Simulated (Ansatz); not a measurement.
**Rigid cleavage in Ru**

The calculation used Ansatz, DFT PBEsol, scalar-relativistic, plane waves, PAW. The runs took a 420 eV cutoff, a Γ-centred 25×25×5 mesh and Gaussian smearing (0.15 eV). No spin polarisation. Energies are free energies at this smearing, counted from the undisturbed cell; pressure is positive in compression.

The starting cell (relaxed at this level; with this scan's settings it stands at 0.1 GPa):

```yaml
crystal:
  lattice:
    - [-2.68952, 0.00000, 0.00000]
    - [-1.34476, -2.32920, 0.00000]
    - [0.00000, 0.00000, 12.75576]
  atoms:
    - { symbol: Ru, position: [0.33333, 0.33333, 0.91668] }
    - { symbol: Ru, position: [0.33333, 0.33333, 0.25002] }
    - { symbol: Ru, position: [0.33333, 0.33333, 0.58335] }
    - { symbol: Ru, position: [0.66667, 0.66667, 0.08335] }
    - { symbol: Ru, position: [0.66667, 0.66667, 0.41668] }
    - { symbol: Ru, position: [0.66667, 0.66667, 0.75002] }
```

The cut lies on the cell's a–b face, a (0 0 1) plane (indices in the standard cell, whose axes needn't be the Cartesian ones shown) of area 6.26 Å², between layers 2.13 Å apart. Vector c is lengthened by d along the normal with the atoms' Cartesian places fixed: one unrelaxed cut a cell. The cell is metallic on the mesh throughout.

```csv
d (Å),energy (J/m²),traction dE/dd (GPa)
0.00,0.00,0.4
0.50,1.53,42.2
1.00,3.49,34.0
2.00,5.59,10.2
3.00,6.11,2.0
```

Cost: 5 runs of about 7.2 core-minutes in all, on Arm Neoverse V2 (shared hosts).